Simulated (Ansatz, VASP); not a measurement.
**Cross-check of GaSb between VASP and Ansatz**

Aim: how closely do two programs agree when they are given the same cell, functional and k mesh? The structure shown is the end of the Ansatz relaxation below.

Method: plane waves, with VASP 6.6.1 beside it; single point at LDA, in Ansatz 0.2.0.

## 1. The starting structure

It takes space group I-4m2 (No. 119, tetragonal). Conventional cell: a = 4.305 Å, b = 4.305 Å, c = 5.928 Å, α = 90.00°, β = 90.00°, γ = 90.00°. Nearest to Ga lie 4 Sb at 2.61 Å. Sb has 4 Ga at 2.61 Å nearest. Farther neighbours are not listed.

## 2. Ansatz: relaxation, LDA

Ansatz runs on its PAW soft_1 files.

This run makes the geometry at which the two programs are then compared.

input.yaml reads:

```yaml
crystal:
  lattice:
    - [0.0, 3.0341368849, 2.9638788136]
    - [3.0341368849, 0.0, 2.9638788136]
    - [3.0341368849, 3.0341368849, 0.0]
  atoms:
    - { symbol: Ga, position: [0.0, 0.0, 0.0] }
    - { symbol: Sb, position: [0.75, 0.75, 0.75] }
  conventional_axes: [[-1, 1, 1], [1, -1, 1], [1, 1, -1]]
kpoints:
  mp_grid: { grid: [12, 12, 12] }
hamiltonian:
  xc: lda
  pseudopotentials: { kind: paw, azcp: { folder: soft_1 }, xc_functional: pbe }
scf:
  occupations: { method: methfessel_paxton, width: 0.2 }
output:
  forces: true
  stress: true
  eigenvalues: true
relax:
  adjacent_minimum: "off"
  f_tol: 0.001
  max_steps: 60
  cell: { stress_tol: 0.01, fix: [c, angles] }
```

Run with:

```
ansatz run input.yaml --threads 4 --pin off --max-ram 10240MiB --backend cpu --events-out ev --progress --plain --runs-dir out
```

Numbers of over 12 decimals in the logs are rounded to 6 here.

Log:

```text
Engine: ansatz 0.2.0, x86_64-unknown-linux-gnu
Pseudopotentials: kind: paw
Pseudopotential: Ga, paw, valence charge 13, recommended cutoff 420 eV (normal), soft_1/Ga.paw.azcp
Pseudopotential: Sb, paw, valence charge 15, recommended cutoff 420 eV (normal), soft_1/Sb.paw.azcp
Functional definition: SPW92
  exchange = slater_x
  correlation = pw_c
Crystal: 2 atoms, lattice volume = 54.571 Å³
Basis set: ecut = 420 eV, 1049 PW (Γ)
Bands: 18, of which v1, the nominal top of the filled ones, is band 14 counted from 1 (13 counted from 0)
Symmetry: 8 space group operations
Space group: I-4m2 (ITA 119), of the structure as read, at distance tolerance 3.8e-5 Å
k-points: 163 of 1728 (time reversal used)
Non-local potential: Ga, projectors of the file, l = 0: 2, l = 1: 2, l = 2: 3, l = 3: 1
Non-local potential: Sb, projectors of the file, l = 0: 2, l = 1: 2, l = 2: 2, l = 3: 1
PAW form: soft (Blöchl's): semilocal exchange-correlation on the pseudo side does not see the compensation charge
PAW frozen core: Ga, regenerated for the run's functional, and the local potential with it (the file was generated under x = pbe(κ = 0.804, μ = 0.219515), c = pbe(β = 0.066725))
PAW frozen core: Sb, regenerated for the run's functional, and the local potential with it (the file was generated under x = pbe(κ = 0.804, μ = 0.219515), c = pbe(β = 0.066725))
PAW one-centre angular grid: Ga, 590 points (default); XC on 64 Gauss nodes
PAW one-centre angular grid: Sb, 590 points (default); XC on 64 Gauss nodes
Initial density: superposition of atomic densities (chi_scale 0.1, normalization cell, long waves kept (reshape's long-wave potential 0.00 eV rms))
Initial wavefunctions: pseudopotential atomic-orbital guess
Functional: x = slater, c = lda
SCF iter   1: F=—  HF=-10043.247965 eV  |F-HF|=—  |Δ(HF+E_count)|=         —  Δρ=3.19e-2  dr2=4.61e-1  ethr=3.10e-3  ⟨swp⟩=5.5  Hψ=15064  notcnv=0
preconditioner: auto → none  [insulator: Δε(μ)=0.153 eV  Ē_g=15.021 eV  σ=0.200 eV  W_gap=0.55  n_scr=14 (ndim 8)  ℏωp=21.3 eV  f_vac=0.003  D(μ)=0.03/eV (n_scr^D=0)  ε∞_Penn≈3.0]
SCF iter   2: F=—  HF=-10043.130631 eV  |F-HF|=—  |Δ(HF+E_count)|=   1.17e-1  S|Δr|=    0.00e0  Δρ=1.42e-2  dr2=6.96e-2  ethr=1.65e-3  ⟨swp⟩=2.0  Hψ=4884  notcnv=0
SCF iter   3: F=—  HF=-10043.122557 eV  |F-HF|=—  |Δ(HF+E_count)|=   8.07e-3  S|Δr|=    0.00e0  Δρ=5.09e-3  dr2=1.25e-2  ethr=2.48e-4  ⟨swp⟩=2.0  Hψ=5014  notcnv=0
SCF iter   4: F=—  HF=-10043.117246 eV  |F-HF|=—  |Δ(HF+E_count)|=   5.31e-3  S|Δr|=    0.00e0  Δρ=9.45e-4  dr2=2.70e-4  ethr=4.47e-5  ⟨swp⟩=2.0  Hψ=4402  notcnv=0
SCF iter   5: F=—  HF=-10043.117172 eV  |F-HF|=—  |Δ(HF+E_count)|=   7.46e-5  S|Δr|=    0.00e0  Δρ=4.50e-4  dr2=3.55e-5  ethr=9.66e-7  ⟨swp⟩=2.0  Hψ=4403  notcnv=0
SCF iter   6: F=—  HF=-10043.117168 eV  |F-HF|=—  |Δ(HF+E_count)|=   3.25e-6  S|Δr|=    0.00e0  Δρ=2.08e-5  dr2=1.68e-7  ethr=1.27e-7  ⟨swp⟩=2.0  Hψ=4584  notcnv=0
SCF iter   7: F=-10043.117168 eV  HF=-10043.117168 eV  |F-HF|=2.54e-9  |Δ(HF+E_count)|=   1.31e-8  S|Δr|=    0.00e0  Δρ=4.65e-6  dr2=7.24e-9  ethr=3.57e-10  ⟨swp⟩=7.0  Hψ=14973  notcnv=0
SCF 1 converged in 7 iterations: F = -10043.117168 eV  dr2 = 7.24e-9
  greatest PAW one-centre occupation: 0.996 electrons in one spin orbital (limit 2), on the Sb atom at site 1 (counted from 0), in its partial waves of l = 2
relax step   1: F+E_penalty+E_count = -10043.11716841 eV  Δ(F+E_penalty+E_count) = +0.000e0 eV  max|allowed force component| = 5.378e-17 eV/Å  Δτ_max = 0.0000 Å  P = +0.781 GPa  Ω = 54.571 Å³  fix = [c, alpha, beta, gamma]  reactions: c +1.479 GPa  (7 SCF iters, dr2 threshold 1.00e-7 eV, accepted)
[...]
relax step   2: F+E_penalty+E_count = -10043.11759053 eV  Δ(F+E_penalty+E_count) = -4.221e-4 eV  max|allowed force component| = 2.212e-17 eV/Å  Δτ_max = 0.0000 Å  P = +0.323 GPa  Ω = 55.002 Å³  energy of the carried Pulay correction = -4.713e-5 eV  fix = [c, alpha, beta, gamma]  reactions: c +1.130 GPa  (4 SCF iters, dr2 threshold 2.00e-7 eV, accepted)
[...]
relax step   3: F+E_penalty+E_count = -10043.11761482 eV  Δ(F+E_penalty+E_count) = -2.429e-5 eV  max|allowed force component| = 5.985e-17 eV/Å  Δτ_max = 0.0000 Å  P = +0.394 GPa  Ω = 54.934 Å³  energy of the carried Pulay correction = -3.977e-5 eV  fix = [c, alpha, beta, gamma]  reactions: c +1.183 GPa  (4 SCF iters, dr2 threshold 1.59e-8 eV, accepted)
[...]
relax step   4: F+E_penalty+E_count = -10043.11765515 eV  Δ(F+E_penalty+E_count) = -4.032e-5 eV  max|allowed force component| = 5.291e-17 eV/Å  Δτ_max = 0.0000 Å  P = +0.394 GPa  Ω = 54.934 Å³  fix = [c, alpha, beta, gamma]  reactions: c +1.183 GPa  stress off target by 9.70e-4 GPa on what of the cell is left free  SCF on the basis re-selected at this cell (its energy is not comparable with the rows above)  (7 SCF iters)
basis re-selected at this cell: Δ(F+E_penalty+E_count) = -4.032e-5 eV, ΔP = -0.000 GPa vs the last step (what re-selecting the basis moved, of the pressure what is left beyond the Pulay correction that the steps carried, after the strain that the cell walked since its last selection, with what the two solves' SCF thresholds leave and, on support functions, any second-order correction that the steps lacked; it is no m [...]
SCF converged after 7 iterations
Stability not checked: this state was not tested for a lower state beside it, because cold or Methfessel-Paxton smearing, or corrected tetrahedra, fill the levels in a way that the test cannot read (fill_not_monotonic; see scf.lower_state_search)
Free energy (F): -10043.117655 eV
Harris-Foulkes:  -10043.117655 eV  (|F-HF|=1.82e-12)
Internal energy: -10043.118115 eV  (E = F + TS)
E sigma→0 (E₀):  -10043.117770 eV
Entropy (-TS):   0.000460 eV (0.230 meV/atom)
Fermi energy:    8.132873 eV
Step filling:    the computed levels leave a gap of 0.0147 eV = 0.1 smearing widths at the electron count; against every level under it full and every level over it empty, smearing changes F+E_penalty+E_count by +0.135 meV and its σ→0 estimate by +0.020 meV
--- Per-component energies (eV) ---
  E_band       = -254.461990
  E_kinetic    = 278.001860
  E_local      = -3332.387054  (includes V_loc(G=0)·N_el)
  E_nonlocal   = 303.087071
  E_hartree    = 1707.915756
  E_xc         = -161.654369
  E_vxc        = -147.788474  (∫ρ·V_xc dr)
  E_paw        = -6311.627507  (= ΣΔE_a)
  E_vpaw       = -771.206804  (= ΣTr[D̂ρ^β])
  E_aug_tail   = -0.000092  (compensation charges beyond the density's cutoff)
  E_ewald      = -2528.741072
  E_core_change = 2.287292  (= ΣΔE_core)
  E_smearing   = 0.000460  (= −TS)
  E_closure    = 0.000000  (closes the sum)
  Σ components = -10043.117655   (vs F -10043.117655, Δ=0.00e0)
--- Forces (eV/Å), atoms counted from 1 ---
  atom   1  Ga     0.00000000    -0.00000000     0.00000000
  atom   2  Sb     0.00000000    -0.00000000     0.00000000
  max |Σ_I F_I| component: 1.16e-16 eV/Å
--- Stress (GPa, compression-positive) ---
       -0.000970      -0.000000      -0.000000
        0.000000      -0.000970       0.000000
       -0.000000       0.000000       1.183418
  P = ⅓ Tr σ = 0.3938 GPa (3.938 kbar)
--- Band table (eV; the first three rows and the last of 163) ---
  k-point 0: bands = [... 10 lower, -3.7784, 7.9968, 7.9968, 8.1505, 8.1652, 10.7653, 10.8449, 10.8449]
  k-point 1: bands = [... 10 lower, -3.7034, 6.7268, 7.8601, 7.9729, 9.0020, 10.9429, 11.0216, 11.1174]
  k-point 2: bands = [... 10 lower, -3.4826, 5.2737, 7.5529, 7.6877, 9.0728, 11.3602, 11.3966, 12.0575]
  k-point 162: bands = [... 10 lower, -1.1187, 1.1057, 5.2264, 5.2264, 8.7121, 9.0370, 16.9725, 16.9725]
--- Relaxed structure (3 steps of the walk, 3 accepted, 1 SCFs on fresh bases) ---
  F+E_penalty+E_count = -10043.11765515 eV   max|allowed force component| = 5.291e-17 eV/Å   (the final SCF, on the basis selected at the relaxed cell)
  cell:  # Å, volume = 54.9343 Å³
    - [0, 3.044224, 2.9638788136]
    - [3.044224, 0, 2.9638788136]
    - [3.044224, 3.044224, 0]
  atoms:
    - { symbol: Ga, position: [0, 0, 0] }
    - { symbol: Sb, position: [0.75, 0.75, 0.750000] }
```

Reading the cycles: dr2 is the Hartree energy of the density residual (eV), the measure of convergence; HF is the Harris–Foulkes estimate of the energy, which meets the free energy F at convergence.

## 3. VASP: single point, LDA, pair 1

The same cell, functional (in two slightly different forms), mesh and smearing now go to VASP, with its own data sets.

Lines of VASP's logs that name or quote its potential files are left out, and so is its time.

INCAR reads:

```
SYSTEM = GaSb
PREC = Accurate
ENCUT = 500
EDIFF = 1E-06
NELM = 120
ISMEAR = 1
SIGMA = 0.2
LREAL = .FALSE.
ALGO = Normal
GGA = CA
NBANDS = 15
LORBIT = 11
LWAVE = .FALSE.
LCHARG = .FALSE.
ISIF = 2
LASPH = .TRUE.
GGA_COMPAT = .FALSE.
KPAR = 2
```

POSCAR reads:

```
GaSb
1.0
    0.0000000000      3.0442236381      2.9638788136
    3.0442236381      0.0000000000      2.9638788136
    3.0442236381      3.0442236381      0.0000000000
Ga Sb
1 1
Direct
    0.0000000000      0.0000000000      0.0000000000
    0.7500000000      0.7500000000      0.7500000000
```

KPOINTS reads:

```
Automatic mesh
0
Gamma
12 12 12
0 0 0
```

PAW data sets: Ga_d and Sb (LDA family, release 64).

Run with:

```
mpirun -np 2 vasp_std
```

Log:

```text
[banner, memory and clock lines left out]
running    2 mpi-ranks, on    1 nodes
 distrk:  each k-point on    1 cores,    2 groups
 distr:  one band on    1 cores,    1 groups

 POSCAR found type information on POSCAR GaSb
 POSCAR found :  2 types and       2 ions
 LDA part: xc-table for (Slater(with rela. corr.)+CA(PZ))
 , standard interpolation
 POSCAR, INCAR and KPOINTS ok, starting setup
 FFT: planning ... GRIDC
 FFT: planning ... GRID_SOFT
 FFT: planning ... GRID
 WAVECAR not read
 entering main loop
       N       E                     dE             d eps       ncg     rms          rms(c)
DAV:   1     0.815412264207E+02    0.81541E+02   -0.85351E+03  4938   0.145E+03
DAV:   2    -0.242726881939E+01   -0.83968E+02   -0.81162E+02  5618   0.304E+02
DAV:   3    -0.868415366512E+01   -0.62569E+01   -0.62354E+01  6010   0.681E+01
DAV:   4    -0.879688157040E+01   -0.11273E+00   -0.11270E+00  5971   0.103E+01
DAV:   5    -0.879956595325E+01   -0.26844E-02   -0.26843E-02  6377   0.140E+00    0.346E+00
DAV:   6    -0.870664001931E+01    0.92926E-01   -0.76505E-02  7416   0.452E+00    0.202E+00
DAV:   7    -0.866905176219E+01    0.37588E-01   -0.54320E-02  5590   0.189E+00    0.294E-01
DAV:   8    -0.866882372044E+01    0.22804E-03   -0.48961E-03  6138   0.866E-01    0.102E-01
DAV:   9    -0.866889937930E+01   -0.75659E-04   -0.35130E-04  5780   0.164E-01    0.409E-02
DAV:  10    -0.866889180530E+01    0.75740E-05   -0.17726E-05  6431   0.366E-02    0.144E-02
DAV:  11    -0.866889384915E+01   -0.20438E-05   -0.44521E-06  5752   0.196E-02    0.527E-03
DAV:  12    -0.866889381236E+01    0.36794E-07   -0.21018E-07  3754   0.351E-03
   1 F= -.86688938E+01 E0= -.86690517E+01  d E =0.473775E-03
```

From OUTCAR (step 3):

```text
ion  position               nearest neighbor table
   1  0.000  0.000  0.000-   2 2.61   2 2.61   2 2.61   2 2.61
   2  0.750  0.750  0.750-   1 2.61   1 2.61   1 2.61   1 2.61

  LATTYP: Found a body centered tetragonal cell.
 ALAT       =     4.3051823559
 C/A-ratio  =     1.3768888603

 Subroutine GETGRP returns: Found  8 space group operations
 (whereof  8 operations were pure point group operations)

The static configuration has the point symmetry D_2d.

 Found    163 irreducible k-points:

   k-points           NKPTS =    163   k-points in BZ     NKDIM =    163   number of bands    NBANDS=     15

   dimension x,y,z NGX =    32 NGY =   32 NGZ =   32
   dimension x,y,z NGXF=    64 NGYF=   64 NGZF=   64

   ENCUT  =  500.0 eV  36.75 Ry    6.06 a.u.   7.75  7.75  7.85*2*pi/ulx,y,z

   NELECT =      18.0000    total number of electrons

 k-points in reciprocal lattice and weights: Automatic mesh
   0.00000000  0.00000000  0.00000000       0.001
   0.08333333 -0.00000000  0.00000000       0.005
   0.16666667  0.00000000  0.00000000       0.005
   0.25000000 -0.00000000  0.00000000       0.005
   0.33333333  0.00000000  0.00000000       0.005
   0.41666667 -0.00000000  0.00000000       0.005
   0.50000000 -0.00000000  0.00000000       0.002
   0.08333333  0.08333333  0.00000000       0.001
   0.16666667  0.08333333  0.00000000       0.005
[...]
-0.33333333  0.16666667  0.50000000       0.002
  -0.25000000  0.25000000  0.50000000       0.001

 average (electrostatic) potential at core
       1 -66.5177       2 -88.2700

 E-fermi :   5.2057

 k-point     1 :       0.0000    0.0000    0.0000
  band No.  band energies     occupation
    ...
      5     -10.0600      2.00000
      6      -6.6960      2.00000
      7       5.0613      1.93457
      8       5.0613      1.93457
      9       5.2153      0.91886
     10       5.2807      0.41231
     11       7.8023     -0.00000
     12       7.8815     -0.00000
     13       7.8815     -0.00000
     14      10.7649      0.00000
    ...

 k-point     2 :       0.0833   -0.0000    0.0000
  band No.  band energies     occupation
    ...
      5     -10.0601      2.00000
      6      -6.6208      2.00000
      7       3.8091      2.00000
      8       4.9236      2.06278
      9       5.0368      2.00122
     10       6.0921     -0.00000
     11       7.9813     -0.00000
     12       8.0581     -0.00000
     13       8.1602     -0.00000
     14      11.2011      0.00000
    ...

 k-point     3 :       0.1667    0.0000    0.0000
  band No.  band energies     occupation
    ...
      5     -10.0603      2.00000
      6      -6.3996      2.00000
      7       2.3504      2.00000
      8       4.6149      2.00024
      9       4.7499      2.00587
     10       6.1532     -0.00000
     11       8.3965     -0.00000
     12       8.4318     -0.00000
     13       9.1140     -0.00000
     14      12.0520      0.00000
    ...

  Total        0.0663661      0.0663661      0.4714045      0.0000000      0.0000000     -0.0000000
  in kB        1.9355887      1.9355887     13.7486718      0.0000000      0.0000000     -0.0000000
  external PRESSURE =       5.8732831 kB  Pullay stress =       0.0000000 kB

  energy-cutoff  :      500.00
  volume of cell :       54.93
      direct lattice vectors                 reciprocal lattice vectors
     0.000000000  3.044223638  2.963878814    -0.164245489  0.164245489  0.168697856
     3.044223638  0.000000000  2.963878814     0.164245489 -0.164245489  0.168697856
     3.044223638  3.044223638  0.000000000     0.164245489  0.164245489 -0.168697856

 POSITION                                       TOTAL-FORCE (eV/Angst)
 -----------------------------------------------------------------------------------
      0.00000      0.00000      0.00000         0.000000      0.000000      0.000000
      4.56634      4.56634      4.44582        -0.000000     -0.000000      0.000000
 -----------------------------------------------------------------------------------
    total drift:                               -0.000001     -0.000001      0.000001

  FREE ENERGIE OF THE ION-ELECTRON SYSTEM (eV)
  ---------------------------------------------------
  free  energy   TOTEN  =        -8.6688938124 eV

  energy  without entropy=       -8.6693675875  energy(sigma->0) =       -8.66905174

 total charge
# of ion       s       p       d       tot
------------------------------------------
    1        0.920   0.806   9.967  11.694
    2        1.135   1.368   0.032   2.536
--------------------------------------------------
tot          2.056   2.175   9.999  14.229

[... 3 further parts left out ...]
```

The run ends at a pressure of 0.59 GPa.

## 4. Comparison

Known differences besides the potentials themselves: the two LDA forms differ slightly; the data sets hold 28 valence electrons in Ansatz (on its PAW soft_1 files) and 18 in VASP; the cutoff is 420 eV in Ansatz and 500 eV in VASP; VASP's log shows a relativistic correction to its local exchange, Ansatz's none; Ansatz's pressure holds a Pulay correction, VASP's none. Total energies have different zeros and are not compared.

The two programs side by side:

```csv
quantity,Ansatz,VASP,difference
pressure (GPa),0.39,0.59,-0.19
```

Our record labels this cell a metal in Ansatz alone; each run is judged by its own test, so with a small gap or wide smearing the label says little about the levels.

## 5. Ansatz: relaxation, LDA

This run makes the geometry at which the two programs are then compared. The cell compared in this pair holds 54.75 Å³, against 54.93 Å³ for the pair before.

The structure compared here is the end of the Ansatz relaxation.

Changes to input.yaml since step 2:

```diff
@@ -2,5 +2,5 @@
   lattice:
-    - [0.0, 3.0341368849, 2.9638788136]
-    - [3.0341368849, 0.0, 2.9638788136]
-    - [3.0341368849, 3.0341368849, 0.0]
+    - [0.0, 3.0442236381, 2.9336351522]
+    - [3.0442236381, 0.0, 2.9336351522]
+    - [3.0442236381, 3.0442236381, 0.0]
   atoms:
```

Run with:

```
ansatz run input.yaml --threads 4 --pin off --max-ram 10240MiB --backend cpu --events-out ev --progress --plain --runs-dir out
```

Log:

```text
[...]
Crystal: 2 atoms, lattice volume = 54.374 Å³
Basis set: ecut = 420 eV, 1049 PW (Γ)
Bands: 18, of which v1, the nominal top of the filled ones, is band 14 counted from 1 (13 counted from 0)
Symmetry: 8 space group operations
[...]
k-points: 163 of 1728 (time reversal used)
[...]
k-point 162: bands = [... 10 lower, -1.0466, 1.1827, 5.2066, 5.2066, 8.6856, 9.0224, 17.0462, 17.0462]
--- Relaxed structure (3 steps of the walk, 3 accepted, 1 SCFs on fresh bases) ---
[...]
cell:  # Å, volume = 54.7477 Å³
    - [0, 3.054674, 2.9336351522]
    - [3.054674, 0, 2.9336351522]
    - [3.054674, 3.054674, 0]
  atoms:
    - { symbol: Ga, position: [0, 0, 0] }
    - { symbol: Sb, position: [0.750000, 0.750000, 0.750000] }
[key lines of the parts left out:]
SCF converged after 7 iterations
Free energy (F): -10043.112503 eV
Fermi energy:    8.214440 eV
P = ⅓ Tr σ = 0.5815 GPa (5.815 kbar)
```

## 6. VASP: single point, LDA, pair 2

The same cell, functional (in two slightly different forms), mesh and smearing now go to VASP, with its own data sets.

INCAR is that of step 3.

POSCAR reads:

```
GaSb
1.0
    0.0000000000      3.0546736833      2.9336351522
    3.0546736833      0.0000000000      2.9336351522
    3.0546736833      3.0546736833      0.0000000000
Ga Sb
1 1
Direct
    0.0000000000      0.0000000000      0.0000000000
    0.7500000000      0.7500000000      0.7500000000
```

KPOINTS is that of step 3.

Run with:

```
mpirun -np 2 vasp_std
```

Log:

```text
[... set-up lines as in an earlier step ...]
 entering main loop
       N       E                     dE             d eps       ncg     rms          rms(c)
DAV:   1     0.811211449459E+02    0.81121E+02   -0.85777E+03  4962   0.146E+03
DAV:   2    -0.250324871087E+01   -0.83624E+02   -0.80761E+02  5695   0.301E+02
DAV:   3    -0.868192599054E+01   -0.61787E+01   -0.61598E+01  5884   0.679E+01
DAV:   4    -0.879239212779E+01   -0.11047E+00   -0.11045E+00  6136   0.103E+01
[...]
DAV:  10    -0.866349711211E+01    0.76288E-05   -0.17640E-05  6303   0.365E-02    0.143E-02
DAV:  11    -0.866349919619E+01   -0.20841E-05   -0.44243E-06  5716   0.195E-02    0.528E-03
DAV:  12    -0.866349915870E+01    0.37485E-07   -0.20642E-07  3740   0.352E-03
   1 F= -.86634992E+01 E0= -.86636675E+01  d E =0.504881E-03
```

(Part 1 of 2 ends here.)

[Lines on the potential files, build, host, timing and source positions are cut from VASP's logs without a mark.]

[Logs are printed without paths, hosts, clocks, repeated set-up lines and the standing remarks that a program may print on its own settings, such as how far it seeks lower states.]

[Hosts, paths, dates, database ids (printed as entryN), source tags and the programs' standing remarks are cut or masked in the printed files.]
